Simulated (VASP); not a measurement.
A run of VASP 6.6.1 is set up as follows.

INCAR

```
SYSTEM = AlN
PREC = Accurate
ENCUT = 600
EDIFF = 1E-7
ISMEAR = 0
SIGMA = 0.03
LREAL = .FALSE.
LASPH = .TRUE.
NELM = 80
ALGO = Normal
ISIF = 3
LWAVE = .FALSE.
LCHARG = .FALSE.
GGA = PE
IVDW = 12
IBRION = 2
NSW = 90
EDIFFG = -0.005
```

KPOINTS

```
regular mesh
0
G
  12 12 6
  0 0 0
```

The input POSCAR:

```
AlN                                     
1.0
    3.1060752338      0.0000000000      0.0000000000
   -1.5530376169      2.6899400585      0.0000000000
    0.0000000000     -0.0000000000      4.9784111341
  Al              N             
     2     2
Direct
     0.3333333332999970    0.6666666667000030    0.9992246752591140
     0.6666666667000030    0.3333333332999970    0.4992246752591140
     0.3333333332999970    0.6666666667000030    0.3807753247408886
     0.6666666667000030    0.3333333332999970    0.8807753247408886
```

Potentials or basis: VASP PAW PBE potentials, release 64 (Al, N).

Launch:

```sh
$ cat potpaw_PBE.64/Al/POTCAR potpaw_PBE.64/N/POTCAR > POTCAR
$ mpirun -np 1 vasp_std > vasp.out
```

(1) Estimate the dispersion energy per atom.

(2) Estimate the relaxed volume.

(3) Estimate the relaxed cell.

Answers

(1) -0.270 eV.

(2) 10.40 Å³/atom.

(3) a = 3.107 Å, b = 3.107 Å, c = 4.976 Å, α = 90.00°, β = 90.00°, γ = 120.00°.
